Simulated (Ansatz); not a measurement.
# BaTe (NiAs type): optical response by level

How does BaTe (NiAs type) absorb light if electrons and holes don't interact? The runs, in order: HSE06 for the gap; optics with PBE on 6×6×4; optics with r2SCAN on 6×6×4; optics with LDA on 6×6×4; optics with PBE and scissors to the HSE06 gap on 6×6×4; optics with PBE with spin-orbit coupling on 6×6×2.

Program: Ansatz 0.2.0. Level of theory: plane waves, PAW; no local fields, no excitons. These are calculated values, not measurements.

1 further run of the same task is left out (it didn't finish).

## Step 1: The structure to begin with

Symmetry: P6_3/mmc, No. 194, hexagonal system. The conventional cell has a = 4.895 Å, b = 4.895 Å, c = 8.584 Å, α = 90.00°, β = 90.00°, γ = 120.00°. Ba (site symmetry -3m) is surrounded by 6 Te at 3.55 Å. Te (site symmetry -6m2) is surrounded by 6 Ba at 3.55 Å.

Coordinates:

```cif
data_structure
_symmetry_space_group_name_H-M 'P 1'
_symmetry_Int_Tables_number 1
_cell_length_a 4.8954
_cell_length_b 4.8954
_cell_length_c 8.5841
_cell_angle_alpha 90.000
_cell_angle_beta 90.000
_cell_angle_gamma 120.000
_cell_volume 178.15
loop_
_atom_site_label
_atom_site_type_symbol
_atom_site_fract_x
_atom_site_fract_y
_atom_site_fract_z
_atom_site_occupancy
Ba1 Ba 0.00000 0.00000 0.00000 1
Ba2 Ba 0.00000 0.00000 0.50000 1
Te1 Te 0.33333 0.66667 0.25000 1
Te2 Te 0.66667 0.33333 0.75000 1
```

Cell and atoms come from an earlier r2SCAN relaxation. Spin-orbit coupling, which matters for Ba, Te, is in the runs so named alone.

## Step 2: A hybrid for the gap

input.yaml

```yaml
crystal:
  lattice:
    - [4.8953716053, 0.0, 0.0]
    - [-2.4476858027, 4.2395161711, 0.0]
    - [0.0, 0.0, 8.5840688924]
  atoms:
    - { symbol: Ba, position: [0.0, 0.0, 0.0] }
    - { symbol: Ba, position: [0.0, 0.0, 0.5] }
    - { symbol: Te, position: [0.3333333333, 0.6666666667, 0.25] }
    - { symbol: Te, position: [0.6666666667, 0.3333333333, 0.75] }
kpoints:
  mp_grid: { grid: [6, 6, 2] }
  band_path:
    path:
      - [0.0, 0.0, 0.0]
      - [0.5, 0.0, 0.0]
      - [0.3333333333, 0.3333333333, 0.0]
      - [0.0, 0.0, 0.5]
      - [0.5, 0.0, 0.5]
      - [0.3333333333, 0.3333333333, 0.5]
      - [0.0, 0.5, 0.0]
    npoints: 1
hamiltonian:
  xc: hse06
scf:
  occupations: { method: fixed }
  n_extra_bands: 5
output:
  forces: true
  stress: true
  eigenvalues: true
  write_density: true
  write_potential: true
  elf: true
  volumetric_format: npy
```

The run is started by

```bash
ansatz run input.yaml --threads 4 --pin off --max-ram 3686MiB --backend cpu --events-out ev --progress --plain --runs-dir out
```

After this run come: Optics, PBE; Optics, r2SCAN; Optics, LDA; Optics, PBE with a scissors shift; Optics, PBE with spin-orbit coupling.

Before running them: what should the planned runs give, taken together? Wanted: ε∞, PBE; ε∞, r2SCAN; ε∞, LDA; ε∞, PBE with spin-orbit coupling; tallest peak of ε₂, PBE; tallest peak of ε₂, r2SCAN; tallest peak of ε₂, LDA; tallest peak of ε₂, PBE with spin-orbit coupling; HSE06 direct gap.

The runs gave:

| quantity | value |
| --- | --- |
| ε∞, PBE | 6.35 (xx, yy), 6.54 (zz) |
| ε∞, r2SCAN | 5.51 (xx, yy), 5.71 (zz) |
| ε∞, LDA | 6.67 (xx, yy), 6.87 (zz) |
| ε∞, PBE + 0.77 eV scissors | 5.58 (xx, yy), 5.76 (zz) |
| ε∞, PBE with spin-orbit coupling | 6.06 (xx, yy), 6.27 (zz) |
| tallest peak of ε₂, PBE | 10.8 at 5.30 eV |
| tallest peak of ε₂, r2SCAN | 9.8 at 5.80 eV |
| tallest peak of ε₂, LDA | 10.5 at 5.20 eV |
| tallest peak of ε₂, PBE + 0.77 eV scissors | 10.9 at 6.05 eV |
| tallest peak of ε₂, PBE with spin-orbit coupling | 9.5 at 5.20 eV (complete to 6.5 eV) |
| HSE06 direct gap | 2.57 eV |

**Reading.** PBE + 0.77 eV scissors has the widest direct gap (2.56 eV) and PBE with spin-orbit coupling the narrowest (1.53 eV); ε∞ is 5.64 and 6.13 (mean of the axes). Spin-orbit coupling moves the direct gap by -0.27 eV; ε∞ doesn't compare between these two runs, as the bands summed differ. The meshes differ between the runs, and peak heights and places move with the mesh, so part of any difference isn't the level's. The response is anisotropic: with PBE ε∞ is 6.35 (xx, yy), 6.54 (zz). Local fields and excitons are left out: both change ε∞, and without excitons the onset lacks its lines.
